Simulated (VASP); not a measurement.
Wanted: the native input for a VASP 6.6.1 run.

- Task: single point
- Functional: PBEsol
- Potentials or basis: VASP PAW PBE potentials, release 64 (Hf_pv)
- Cutoff: 520 eV
- k mesh: 13 × 13 × 13
- Occupations: fermi-dirac, width 0.0512 eV
- Spin: no spin polarisation
- Dipole correction: no
- Further INCAR settings: ALGO = Fast; EDIFF = 1e-06; NBANDS = 11

The structure of Hf lies in POSCAR:

```
Hf
1.0
    0.0000000000      2.2215140000      2.2215140000
    2.2215140000      0.0000000000      2.2215140000
    2.2215140000      2.2215140000      0.0000000000
Hf
1
Direct
    0.0000000000      0.0000000000      0.0000000000
```

The cell was built by a generator and needn't be a form met in nature.

These files were run (other wordings do the same):

INCAR

```
SYSTEM = Hf
ALGO = Fast
EDIFF = 1E-6
ENCUT = 520
GGA = PS
ISIF = 2
ISMEAR = -1
LASPH = .True.
LCHARG = .False.
LREAL = .False.
LWAVE = .False.
NBANDS = 11
NELM = 80
PREC = Accurate
SIGMA = 0.0512
```

KPOINTS

```
k-points
0
Gamma
  13 13 13
  0 0 0
```

Potentials or basis: VASP PAW PBE potentials, release 64 (Hf_pv).

Launch:

```sh
$ cat potpaw_PBE.64/Hf_pv/POTCAR > POTCAR
$ mpirun -np 1 vasp_std > vasp.out
```

It gave:

| Property | Result |
| --- | --- |
| Pressure | -2.0 GPa |
| Band gap on the k mesh | none (metal or under the smearing width) |

Caveat: the PAW data sets were made with another functional, which shifts forces and pressure a little.

Wall time 15 s on 1 thread of Intel(R) Xeon(R) Platinum 8488C (Sapphire Rapids), on a shared host, peak memory 0.14 GiB.
